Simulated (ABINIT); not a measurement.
# Hf (P-1) in ABINIT: reference runs

Reference runs on Hf: the cell as given.

All numbers are computed with ABINIT 10.8.3 (patched build); they aren't measurements. Logs are shortened: lines on timing, memory, paths and dates and some standing lists are left out, and cuts for length are marked. The log counts tension as positive stress, the text compression.

## (1) The structure

The typed cell holds 1 atom: a = 3.078 Å, b = 3.058 Å, c = 3.476 Å, α = 55.73°, β = 55.49°, γ = 61.24°.

This isn't the form of Hf at room conditions, which is hcp.

## (2) Single point, PBE

run.abi reads:

```
# Pseudopotentials
pp_dirpath "./"
pseudos "Hf.GGA_PBE-JTH.xml"

# Structure
structure "poscar:POSCAR"
natom 1
chkprim 0
chksymtnons 0
tolsym 1.0e-6

# Plane-wave basis
ecut 19.0
pawecutdg 38.0
pawxcdev 0

# k points
kptopt 1
ngkpt 11 11 10
nshiftk 1
shiftk 0.0 0.0 0.0

# Exchange and correlation
ixc 11

# Bands and occupations
nband 10
occopt 3
tsmear 0.00183747

# SCF cycle
nstep 100
tolvrs 1.0e-9

# Output
iomode 3
prtwf 0
prtden 0
prteig 0
prtebands 0
enunit 2
```

POSCAR reads:

```
Hf
1.0
    0.1192699600      2.3430520200      1.9928205800
    2.3210866400      0.1247983600      1.9872921700
    2.4497549800      2.4661919600     -0.0038699800
Hf
1
Direct
    0.0000000000      0.0000000000      0.0000000000  Hf
```

Potentials or basis: JTH PAW PBE v2.0.

Started as:

```
abinit run.abi > log 2>&1
```

run.abo:

```text
.Version 10.8.3 of ABINIT
 Symmetries : space group P-1 (#  2); Bravais aP (primitive triclinic)
================================================================================
 Values of the parameters that define the memory need of the present run
     intxc =       0    ionmov =       0      iscf =      17    lmnmax =      18
     lnmax =       6     mgfft =      27  mpssoang =       3    mqgrid =    3001
     natom =       1  nloc_mem =       2    nspden =       1   nspinor =       1
    nsppol =       1      nsym =       2    n1xccc =       1    ntypat =       1
    occopt =       3   xclevel =       2
       mpw =         590          nfft =       15552          nkpt =         606
 PAW method is used; the additional fine FFT grid is defined by:
   mgfftf=        40    nfftf =     51840
================================================================================
================================================================================

--------------------------------------------------------------------------------
------------- Echo of variables that govern the present computation ------------
--------------------------------------------------------------------------------
 -outvars: echo values of preprocessed input variables --------
            acell      1.0000000000E+00  1.0000000000E+00  1.0000000000E+00 Bohr
              amu      1.78490000E+02
          chkprim           0
      chksymtnons           0
             ecut      1.90000000E+01 Hartree
           enunit           2
                       outvar_i_n : Printing only first  50 k-points.
              ixc          11
                       outvar_i_n : Printing only first  50 k-points.
         kptrlatt       11    0    0      0   11    0      0    0   10
          kptrlen      6.03836688E+01
            natom           1
            nband          10
            ngfft          24      24      27
          ngfftdg          36      36      40
             nkpt         606
            nstep         100
             nsym           2
           ntypat           1
                       prtocc : prtvol=0, do not print more k-points.
           occopt           3
        pawecutdg      3.80000000E+01 Hartree
         pawxcdev           0
           prtden           0
        prtebands           0
           prteig           0
            prtwf           0
            rprim      2.2538755945E-01  4.4277266166E+00  3.7658851143E+00
                       4.3862180641E+00  2.3583472136E-01  3.7554379335E+00
                       4.6293659878E+00  4.6604273783E+00 -7.3132023127E-03
          spgroup           2
           tolsym      1.00000000E-06
           tolvrs      1.00000000E-09
           tsmear      1.83747000E-03 Hartree
            typat      1
           useylm           1
                       outvars : Printing only first  50 k-points.
            znucl       72.00000

================================================================================

 chkinp: Checking input parameters for consistency.

================================================================================
== DATASET  1 ==================================================================

--- !DatasetInfo
iteration_state: {dtset: 1, }
dimensions: {natom: 1, nkpt: 606, mband: 10, nsppol: 1, nspinor: 1, nspden: 1, mpw: 590, }
cutoff_energies: {ecut:  19.0, pawecutdg:  38.0, }
electrons: {nelect:   1.20000000E+01, charge:   0.00000000E+00, occopt:   3.00000000E+00, tsmear:   1.83747000E-03, }
meta: {optdriver: 0, ionmov: 0, optcell: 0, iscf: 17, paral_kgb: 0, }
...

 Exchange-correlation functional for the present dataset will be:
  GGA: Perdew-Burke-Ernzerhof functional - ixc=11
  J.P.Perdew, K.Burke, M.Ernzerhof, PRL 77, 3865 (1996)

 Real(R)+Recip(G) space primitive vectors, cartesian coordinates (Bohr,Bohr^-1):
 R(1)=  0.2253876  4.4277266  3.7658851  G(1)= -0.1198523  0.1192614  0.1324938
 R(2)=  4.3862181  0.2358347  3.7554379  G(2)=  0.1203956 -0.1193842  0.1331599
 R(3)=  4.6293660  4.6604274 -0.0073132  G(3)=  0.1077754  0.1073074 -0.1326166
 Unit cell volume ucvol=  1.4604371E+02 bohr^3
 Angles (23,13,12)=  5.57287359E+01  5.54858037E+01  6.12383481E+01 degrees

 Coarse grid specifications (used for wave-functions):

 getcut: wavevector=  0.0000  0.0000  0.0000  ngfft=  24  24  27
         ecut(hartree)=     19.000   => boxcut(ratio)=   2.02140

 Fine grid specifications (used for densities):

 getcut: wavevector=  0.0000  0.0000  0.0000  ngfft=  36  36  40
         ecut(hartree)=     38.000   => boxcut(ratio)=   2.19443

--- Pseudopotential description ------------------------------------------------
- pspini: atom type   1  psp file is ./Hf.GGA_PBE-JTH.xml
 Pseudopotential format is: paw10
 basis_size (lnmax)=  6 (lmn_size= 18), orbitals=   0   0   1   1   2   2
 Spheres core radius: rc_sph= 2.41119446
 Shapefunction is SIN type: shapef(r)=[sin(pi*r/rshp)/(pi*r/rshp)]**2
 Radius for shape functions =  2.41119446
 Compensation charge density is not taken into account in XC energy/potential

   1.11394417E+03                                ecore*ucvol(ha*bohr**3)
--------------------------------------------------------------------------------

================================================================================

--- !BeginCycle
iteration_state: {dtset: 1, }
solver: {iscf: 17, nstep: 100, nline: 4, wfoptalg: 10, }
tolerances: {tolvrs: 1.00E-09, }
...

     iter   Etot(hartree)      deltaE(h)  residm     nres2
 ETOT  1  -49.578421641156    -4.958E+01 5.004E+00 9.881E-01
 ETOT  2  -50.031001886501    -4.526E-01 1.703E-01 2.139E-01
 ETOT  3  -50.030185998490     8.159E-04 3.292E-02 2.027E-02
 ETOT  4  -50.030216539550    -3.054E-05 1.267E-02 5.694E-04
 ETOT  5  -50.030220721240    -4.182E-06 2.900E-03 6.566E-06
 ETOT  6  -50.030220710983     1.026E-08 4.962E-03 4.517E-07
 ETOT  7  -50.030220712104    -1.121E-09 1.463E-03 2.055E-08
 ETOT  8  -50.030220712077     2.765E-11 4.305E-03 4.331E-10

 At SCF step    8       nres2   =  4.33E-10 < tolvrs=  1.00E-09 =>converged.

 Cartesian components of stress tensor (hartree/bohr^3)
  sigma(1 1)= -1.24551963E-04  sigma(3 2)= -3.63139700E-06
  sigma(2 2)= -1.03053876E-04  sigma(3 1)= -1.70305480E-05
  sigma(3 3)= -1.59034778E-04  sigma(2 1)=  6.44344005E-05

--- !ResultsGS
iteration_state: {dtset: 1, }
comment   : Summary of ground state results
lattice_vectors:
- [  0.2253876,   4.4277266,   3.7658851, ]
- [  4.3862181,   0.2358347,   3.7554379, ]
- [  4.6293660,   4.6604274,  -0.0073132, ]
lattice_lengths: [   5.81700,    5.77909,    6.56892, ]
lattice_angles: [ 55.729,  55.486,  61.238, ] # degrees, (23, 13, 12)
lattice_volume:   1.4604371E+02
convergence: {deltae:  2.765E-11, res2:  4.331E-10, residm:  4.305E-03, diffor: null, }
etotal    :  -5.00302207E+01
entropy   :   0.00000000E+00
fermie    :  -6.88802419E-02
cartesian_stress_tensor: # hartree/bohr^3
- [ -1.24551963E-04,   6.44344005E-05,  -1.70305480E-05, ]
- [  6.44344005E-05,  -1.03053876E-04,  -3.63139700E-06, ]
- [ -1.70305480E-05,  -3.63139700E-06,  -1.59034778E-04, ]
pressure_GPa:   3.7918E+00
xred      :
- [  0.0000E+00,   0.0000E+00,   0.0000E+00, Hf]
cartesian_forces: # hartree/bohr
- [ -0.00000000E+00,  -0.00000000E+00,  -0.00000000E+00, ]
force_length_stats: {min:   0.00000000E+00, max:   0.00000000E+00, mean:   0.00000000E+00, }
...

 Integrated electronic density in atomic spheres:
 ------------------------------------------------
 Atom  Sphere_radius  Integrated_density
    1        2.41119          9.53889107

================================================================================

 ----iterations are completed or convergence reached----

 Mean square residual over all n,k,spin=   19.712E-07; max=  43.048E-04
 reduced coordinates (array xred) for    1 atoms
       0.000000000000      0.000000000000      0.000000000000
 rms dE/dt=  0.0000E+00; max dE/dt=  0.0000E+00; dE/dt below (all hartree)
    1       0.000000000000      0.000000000000      0.000000000000

 cartesian coordinates (angstrom) at end:
    1      0.00000000000000     0.00000000000000     0.00000000000000

 cartesian forces (hartree/bohr) at end:
    1     -0.00000000000000    -0.00000000000000    -0.00000000000000
 frms,max,avg= 0.0000000E+00 0.0000000E+00   0.000E+00  0.000E+00  0.000E+00 h/b

 cartesian forces (eV/Angstrom) at end:
    1     -0.00000000000000    -0.00000000000000    -0.00000000000000
 frms,max,avg= 0.0000000E+00 0.0000000E+00   0.000E+00  0.000E+00  0.000E+00 e/A
 length scales=  1.000000000000  1.000000000000  1.000000000000 bohr
              =  0.529177210544  0.529177210544  0.529177210544 angstroms
 Fermi (or HOMO) energy (hartree) =  -0.06888   Average Vxc (hartree)=  -0.42483
 Eigenvalues (hartree) for nkpt= 606  k points:
 kpt#   1, nband= 10, wtk=  0.00083, kpt=  0.0000  0.0000  0.0000 (reduced coord)
  -2.33102   -1.16417   -1.16326   -1.16126   -0.33473   -0.05230    0.00332    0.02117
   0.04725    0.13005
      occupation numbers for kpt#   1
   2.00000    2.00000    2.00000    2.00000    2.00000    0.00024    0.00000    0.00000
   0.00000    0.00000
 prteigrs : prtvol=0 or 1, do not print more k-points.

 Fermi (or HOMO) energy (eV) =  -1.87433   Average Vxc (eV)= -11.56035
 Eigenvalues (   eV  ) for nkpt= 606  k points:
 kpt#   1, nband= 10, wtk=  0.00083, kpt=  0.0000  0.0000  0.0000 (reduced coord)
 -63.43016  -31.67878  -31.65400  -31.59938   -9.10859   -1.42302    0.09046    0.57595
   1.28565    3.53895
 prteigrs : prtvol=0 or 1, do not print more k-points.

--- !EnergyTerms
iteration_state     : {dtset: 1, }
comment             : Components of total free energy in Hartree
kinetic             :  5.40427549529450E+00
hartree             :  6.13937112565938E+00
xc                  : -9.03423170162042E+00
Ewald energy        : -3.94579878164581E+01
psp_core            :  7.62747122926448E+00
local_psp           : -7.04472822461564E-01
PAW spherical_terms : -2.00041796376769E+01
internal            : -5.00297541279985E+01
'-kT*entropy'       : -4.65394002167503E-04
total_energy        : -5.00302195220007E+01
total_energy_eV     : -1.36139162738438E+03
...

--- !EnergyTermsDC
iteration_state     : {dtset: 1, }
comment             : '"Double-counting" decomposition of free energy'
band_energy         : -1.22877833575237E+01
Ewald energy        : -3.94579878164581E+01
psp_core            :  7.62747122926448E+00
xc_dc               : -1.12463930045139E+01
PAW spherical_terms :  5.33493763115689E+00
internal            : -5.00297553180743E+01
'-kT*entropy'       : -4.65394002167503E-04
total_energy_dc     : -5.00302207120765E+01
total_energy_dc_eV  : -1.36139165976799E+03
...

--- !EnergyTermsWithPAWCore
iteration_state     : {dtset: 1, }
comment             : 'Components of total free energy, including PAW core contributions'
Total energy        : -1.50784808897815E+04
Total energy DC     : -1.50784808909716E+04
Total energy (eV)   : -4.10306367494488E+05
Total energy DC (eV): -4.10306367526871E+05
...

 Cartesian components of stress tensor (hartree/bohr^3)
  sigma(1 1)= -1.24551963E-04  sigma(3 2)= -3.63139700E-06
  sigma(2 2)= -1.03053876E-04  sigma(3 1)= -1.70305480E-05
  sigma(3 3)= -1.59034778E-04  sigma(2 1)=  6.44344005E-05

-Cartesian components of stress tensor (GPa)         [Pressure=  3.7918E+00 GPa]
- sigma(1 1)= -3.66444528E+00  sigma(3 2)= -1.06839388E-01
- sigma(2 2)= -3.03194970E+00  sigma(3 1)= -5.01056022E-01
- sigma(3 3)= -4.67896470E+00  sigma(2 1)=  1.89572551E+00

== END DATASET(S) ==============================================================
================================================================================

 -outvars: echo values of variables after computation  --------
            acell      1.0000000000E+00  1.0000000000E+00  1.0000000000E+00 Bohr
           etotal     -5.0030220712E+01
            fcart     -0.0000000000E+00 -0.0000000000E+00 -0.0000000000E+00
            rprim      2.2538755945E-01  4.4277266166E+00  3.7658851143E+00
                       4.3862180641E+00  2.3583472136E-01  3.7554379335E+00
                       4.6293659878E+00  4.6604273783E+00 -7.3132023127E-03
           strten     -1.2455196343E-04 -1.0305387552E-04 -1.5903477759E-04
                      -3.6313970022E-06 -1.7030548048E-05  6.4434400471E-05
 Calculation completed.
```

Wall time 62 s (1 thread of Arm Neoverse V2, shared host); peak memory 0.25 GiB.

Results:

```yaml
Free_energy: -1361.3917 eV
Pressure: 3.8 GPa
Band_gap_on_the_k_mesh: none (metal or under the smearing width)
Valence_electrons_inside_the_program's_atomic_spheres: Hf 9.54 (radii [1.2759] Å)
```

Stress tensor (GPa, compression positive):
```
 3.66 -1.90  0.50
-1.90  3.03  0.11
 0.50  0.11  4.68
```

Levels at points of the mesh, in eV from the Fermi level:
| k point | band 4 | band 5 | band 6 | band 7 | band 8 | band 9 |
| --- | --- | --- | --- | --- | --- | --- |
| (0.00, 0.00, 0.00) | -29.73 | -7.23 | 0.45 | 1.96 | 2.45 | 3.16 |
| (0.00, 0.00, 0.50) | -29.77 | -3.75 | 0.45 | 1.08 | 2.06 | 4.99 |

Spin-orbit coupling is left out, which matters for the levels of Hf.
